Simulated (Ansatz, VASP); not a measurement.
# Mo: VASP beside Ansatz

```
Mo
1.0
    -1.58381    1.58381    1.58381
     1.58381   -1.58381    1.58381
     1.58381    1.58381   -1.58381
Mo
1
Cartesian
  0.0000 0.0000 0.0000
```

Alike in both runs: task single point; functional PBEsol; k mesh 12 × 12 × 12; occupations fermi-dirac, width 0.05 eV; no spin polarisation.

```csv
,VASP,Ansatz
version,VASP 6.6.1,Ansatz 0.2.0
potentials or method,"VASP PAW PBE potentials, release 64 (Mo_sv), cutoff 520 eV","all-electron LAPW, scalar-relativistic"
```

Ansatz gave:

* gap on the k mesh at the Fermi level (eV): none
* pressure (GPa): -9.6

Question: What did VASP give for the same quantities?

Answer: gap on the k mesh at the Fermi level (eV): none; pressure (GPa): -9.1.

A gap of «none» marks a metal or a gap that the smearing closes. Ansatz ran all-electron here, so the differences hold the error of VASP's frozen core and of both bases.

Caveats: the PAW data sets were made with another functional, which shifts forces and pressure a little (VASP).
